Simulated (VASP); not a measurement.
# Ca (Fm-3m) in VASP: elastic constants with LDA

Aim: the elastic constants of Ca with LDA.

All numbers are computed with VASP 6.6.1; they aren't measurements. Logs are shortened: lines on timing, memory, paths and dates and some standing lists are left out, and cuts for length are marked.

## Step 1: The structure

It takes space group Fm-3m (No. 225, cubic). The conventional cell has a = 5.601 Å, b = 5.601 Å, c = 5.601 Å, α = 90.00°, β = 90.00°, γ = 90.00°. Ca (site symmetry m-3m) is surrounded by 12 Ca at 3.96 Å.

## Step 2: Elastic constants, LDA

Input file POSCAR:

```
Ca
1.0
    0.0000000000      2.8005000000      2.8005000000
    2.8005000000      0.0000000000      2.8005000000
    2.8005000000      2.8005000000      0.0000000000
Ca
1
Direct
    0.0000000000      0.0000000000      0.0000000000
```

Input file INCAR.step1:

```
SYSTEM = Ca
ALGO = Fast
EDIFF = 1E-8
EDIFFG = -0.002
ENCUT = 350
GGA = CA
IBRION = 2
ISIF = 3
ISMEAR = 0
LASPH = .TRUE.
LCHARG = .FALSE.
LREAL = .FALSE.
LWAVE = .FALSE.
NELM = 100
NSW = 40
PREC = Accurate
SIGMA = 0.1
```

Input file INCAR.step2:

```
SYSTEM = Ca
ALGO = Fast
EDIFF = 1E-8
ENCUT = 350
GGA = CA
IBRION = 6
ISIF = 3
ISMEAR = 0
LASPH = .TRUE.
LCHARG = .FALSE.
LREAL = .FALSE.
LWAVE = .FALSE.
NELM = 100
NFREE = 2
NSW = 1
POTIM = 0.015
PREC = Accurate
SIGMA = 0.1
```

Input file KPOINTS:

```
k-points
0
G
  14 14 14
  0 0 0
```

Potentials or basis: VASP PAW LDA potentials, release 64 (Ca_sv).

Run with:

```bash
> cat potpaw_LDA.64/Ca_sv/POTCAR > POTCAR
> cp INCAR.step1 INCAR
> mpirun -np 1 vasp_std > vasp.out
> cp CONTCAR POSCAR
> cp INCAR.step2 INCAR
> mpirun -np 1 vasp_std > vasp.out
```

OUTCAR:

```text
SYSTEM = Ca
   EDIFF = 1E-8
   ENCUT = 350
   GGA = CA
   IBRION = 6
   ISIF = 3
   ISMEAR = 0
   LASPH = .TRUE.
   LREAL = .FALSE.
   NELM = 100
   NFREE = 2
   NSW = 1
   POTIM = 0.015
   PREC = Accurate

 ion  position               nearest neighbor table
   1  0.000  0.000  0.000-

  LATTYP: Found a face centered cubic cell.
 ALAT       =     5.3342932914

  Lattice vectors:

 A1 = (   0.0000000000,   2.6671466457,   2.6671466457)
 A2 = (   2.6671466457,   0.0000000000,   2.6671466457)
 A3 = (   2.6671466457,   2.6671466457,   0.0000000000)

Analysis of symmetry for initial positions (statically):
=====================================================================
 Subroutine PRICEL returns:
 Original cell was already a primitive cell.

 Routine SETGRP: Setting up the symmetry group for a
 face centered cubic supercell.

 Subroutine GETGRP returns: Found 48 space group operations
 (whereof 48 operations were pure point group operations)
 out of a pool of 48 trial point group operations.

The static configuration has the point symmetry O_h .

Analysis of symmetry for dynamics (positions and initial velocities):
=====================================================================
 Subroutine PRICEL returns:
 Original cell was already a primitive cell.

 Routine SETGRP: Setting up the symmetry group for a
 face centered cubic supercell.

 Subroutine GETGRP returns: Found 48 space group operations
 (whereof 48 operations were pure point group operations)
 out of a pool of 48 trial point group operations.

The dynamic configuration has the point symmetry O_h .

 Subroutine INISYM returns: Found 48 space group operations
 (whereof 48 operations are pure point group operations),
 and found     1 'primitive' translations

----------------------------------------------------------------------------------------

                                     Primitive cell

  volume of cell :      37.9464

  direct lattice vectors                    reciprocal lattice vectors
     0.000000000  2.667146646  2.667146646    -0.187466258  0.187466258  0.187466258
     2.667146646  0.000000000  2.667146646     0.187466258 -0.187466258  0.187466258
     2.667146646  2.667146646  0.000000000     0.187466258  0.187466258 -0.187466258

  length of vectors
     3.771914959  3.771914959  3.771914959     0.324701083  0.324701083  0.324701083

  position of ions in fractional coordinates (direct lattice)
     0.000000000  0.000000000  0.000000000

  ion indices of the primitive-cell ions
   primitive index   ion index
                 1           1

----------------------------------------------------------------------------------------

 KPOINTS: k-points

Automatic generation of k-mesh.
 Grid dimensions read from file:
 generate k-points for:   14   14   14

 Generating k-lattice:

  Cartesian coordinates                     Fractional coordinates (reciprocal lattice)
    -0.013390447  0.013390447  0.013390447     0.071428571  0.000000000  0.000000000
     0.013390447 -0.013390447  0.013390447     0.000000000  0.071428571  0.000000000
     0.013390447  0.013390447 -0.013390447     0.000000000  0.000000000  0.071428571

  Length of vectors
     0.023192934  0.023192934  0.023192934
[... 97 lines left out ...]

 Free energy of the ion-electron system (eV)
  ---------------------------------------------------
  ext. energy  EPLUGINS =         0.00000000
  ---------------------------------------------------
  free energy    TOTEN  =        -2.21139641 eV

  energy without entropy =       -2.20452941  energy(sigma->0) =       -2.20796291

------------------------ aborting loop because EDIFF is reached ----------------------------------------

  FORCE on cell =-STRESS in cart. coord.  units (eV):
  Direction    XX          YY          ZZ          XY          YZ          ZX
  --------------------------------------------------------------------------------------
  -------------------------------------------------------------------------------------
  Total       -0.0125526     -0.0125526     -0.0125526     -0.0000000     -0.0000000      0.0000000
  in kB       -0.5299969     -0.5299969     -0.5299969     -0.0000000     -0.0000000      0.0000000
  external PRESSURE =      -0.5299969 kB  Pullay stress =       0.0000000 kB
[... 86 lines left out ...]
  FREE ENERGIE OF THE ION-ELECTRON SYSTEM (eV)
  ---------------------------------------------------
  free  energy   TOTEN  =        -2.2108862424 eV

  energy  without entropy=       -2.2041194497  energy(sigma->0) =       -2.20750285

[... ionic steps 4 to 12 ...]

--------------------------------------- Ionic step       13  -------------------------------------------

 number of electron      10.0000005 magnetization

------------------------ aborting loop because EDIFF is reached ----------------------------------------
[... 65 lines left out ...]
--------------------------------------- Ionic step       15  -------------------------------------------

 number of electron      10.0000003 magnetization

 Free energy of the ion-electron system (eV)
  ---------------------------------------------------
  ext. energy  EPLUGINS =         0.00000000
  ---------------------------------------------------
  free energy    TOTEN  =        -2.21139358 eV

  energy without entropy =       -2.20452656  energy(sigma->0) =       -2.20796007

 E-fermi :   2.2290     XC(G=0):  -8.3147

 val. band max:        2.2258184928   @ k =  -0.3571   0.3571   0.0714
 cond. band min:       2.2524798014   @ k =   0.5000   0.0714   0.0000
 fundamental gap:      0.0266613087
 Fermi energy:         2.2289857370

 k-point     1 :       0.0000    0.0000    0.0000
  band No.  band energies     occupation
      1     -39.1049      2.00000
      2     -20.2954      2.00000
      3     -20.2954      2.00000
      4     -20.2954      2.00000
      5      -1.9842      2.00000
      6       4.5691      0.00000
      7       4.5691      0.00000
      8       4.5691      0.00000
      9       5.7791      0.00000
[... 265 lines left out ...]
 k-point    24 :       0.2857    0.1429    0.0000
  band No.  band energies     occupation
      1     -39.0907      2.00000
      2     -20.4015      2.00000
      3     -20.3244      2.00000
      4     -20.3221      2.00000
      5      -0.6633      2.00000
      6       3.5433      0.00000
      7       4.5494      0.00000
      8       4.9346      0.00000
      9       5.4222      0.00000

 [... further k-points ...]

------------------------ aborting loop because EDIFF is reached ----------------------------------------

  FORCE on cell =-STRESS in cart. coord.  units (eV):
  Direction    XX          YY          ZZ          XY          YZ          ZX
  --------------------------------------------------------------------------------------
  -------------------------------------------------------------------------------------
  Total       -0.0122137     -0.0122137     -0.0122137      0.0000000      0.0000000     -0.0000000
  in kB       -0.5156867     -0.5156867     -0.5156867      0.0000000      0.0000000     -0.0000000
  external PRESSURE =      -0.5156867 kB  Pullay stress =       0.0000000 kB
[... 16 lines left out ...]
  FREE ENERGIE OF THE ION-ELECTRON SYSTEM (eV)
  ---------------------------------------------------
  free  energy   TOTEN  =        -2.2113935799 eV

  energy  without entropy=       -2.2045265616  energy(sigma->0) =       -2.20796007

 INTERNAL STRAIN TENSORS FROM STRAINED CELLS
 ============================================

 INTERNAL STRAIN TENSOR FOR ION    1 for displacements in x,y,z  (eV/Angst):
          X           Y           Z          XY          YZ          ZX
  --------------------------------------------------------------------------------
  x     0.00000     0.00000     0.00000     0.00000     0.00000     0.00000
  y    -0.00000     0.00000    -0.00000    -0.00000     0.00000    -0.00000
  z     0.00000    -0.00000     0.00000     0.00000    -0.00000     0.00000

 INTERNAL STRAIN TENSORS FROM DISPLACED ATOMS
 ============================================

 INTERNAL STRAIN TENSOR FOR ION    1 for displacements in x,y,z  (eV/Angst):
          X           Y           Z          XY          YZ          ZX
  --------------------------------------------------------------------------------
  x     0.00000     0.00000     0.00000     0.00000     0.00000     0.00000
  y     0.00000     0.00000     0.00000     0.00000     0.00000     0.00000
  z     0.00000     0.00000     0.00000     0.00000     0.00000     0.00000

 Eigenvectors and eigenvalues of the dynamical matrix
 ----------------------------------------------------

   1 f/i=    0.000000 THz     0.000000 2PiTHz    0.000000 cm-1     0.000000 meV
             X         Y         Z           dx          dy          dz
      0.000000  0.000000  0.000000     0.377155    0.926150    0.000000

   2 f/i=    0.000000 THz     0.000000 2PiTHz    0.000000 cm-1     0.000000 meV
             X         Y         Z           dx          dy          dz
      0.000000  0.000000  0.000000     0.000000    0.000000    1.000000

   3 f/i=    0.000000 THz     0.000000 2PiTHz    0.000000 cm-1     0.000000 meV
             X         Y         Z           dx          dy          dz
      0.000000  0.000000  0.000000    -0.926150    0.377155    0.000000

--------------------------------------------------------------------------------------------------------

 ELASTIC MODULI CONTR FROM IONIC RELAXATION (kBar)
 Direction    XX          YY          ZZ          XY          YZ          ZX
 --------------------------------------------------------------------------------
 XX           0.0000      0.0000      0.0000      0.0000      0.0000      0.0000
 YY           0.0000      0.0000      0.0000      0.0000      0.0000      0.0000
 ZZ           0.0000      0.0000      0.0000      0.0000      0.0000      0.0000
 XY           0.0000      0.0000      0.0000      0.0000      0.0000      0.0000
 YZ           0.0000      0.0000      0.0000      0.0000      0.0000      0.0000
 ZX           0.0000      0.0000      0.0000      0.0000      0.0000      0.0000
 --------------------------------------------------------------------------------

 TOTAL ELASTIC MODULI (kBar)
 Direction    XX          YY          ZZ          XY          YZ          ZX
 --------------------------------------------------------------------------------
 XX         259.8543    165.9340    165.9340     -0.0000      0.0000     -0.0000
 YY         165.9340    259.8543    165.9340     -0.0000     -0.0000     -0.0000
 ZZ         165.9340    165.9340    259.8543     -0.0000      0.0000      0.0000
 XY          -0.0000     -0.0000     -0.0000    140.2815     -0.0000      0.0000
 YZ           0.0000     -0.0000      0.0000     -0.0000    140.2815      0.0000
 ZX          -0.0000     -0.0000      0.0000      0.0000      0.0000    140.2815
 --------------------------------------------------------------------------------
```

It took 12 min on 1 thread of Intel Xeon Platinum 8488C (Sapphire Rapids), shared host; peak memory 0.4 GiB.

What came out:

* Relaxed volume: 37.95 Å³/atom
* Relaxed cell: a = 3.772 Å, b = 3.772 Å, c = 3.772 Å, α = 60.00°, β = 60.00°, γ = 60.00°
* Space group after relaxing (to 0.05 Å): Fm-3m (No. 225)
* Elastic constants C11, C12, C44: 26, 17, 14 GPa
* Voigt bulk modulus: 20 GPa

Step by step:
```
step  energy change (eV)  largest force (eV/Å)  pressure (GPa)  volume (Å³)
   1              0.0000                0.0000           -2.28        43.93
   2             -0.0401                0.0000           -0.98        40.08
   3             -0.0467                0.0000           -0.11        38.17
   4             -0.0468                0.0000            0.00        37.95
```

Final structure:
```
CELL_PARAMETERS angstrom
0.00000 2.66715 2.66715
2.66715 0.00000 2.66715
2.66715 2.66715 0.00000
ATOMIC_POSITIONS crystal
Ca 0.00000 0.00000 0.00000
```

Elastic tensor in Voigt notation (GPa, in the Cartesian axes of the cell as first typed):
```
26 17 17  0  0  0
17 26 17  0  0  0
17 17 26  0  0  0
 0  0  0 14  0  0
 0  0  0  0 14  0
 0  0  0  0  0 14
```

Clamped-ion elastic tensor (GPa):
```
26 17 17  0  0  0
17 26 17  0  0  0
17 17 26  0  0  0
 0  0  0 14  0  0
 0  0  0  0 14  0
 0  0  0  0  0 14
```
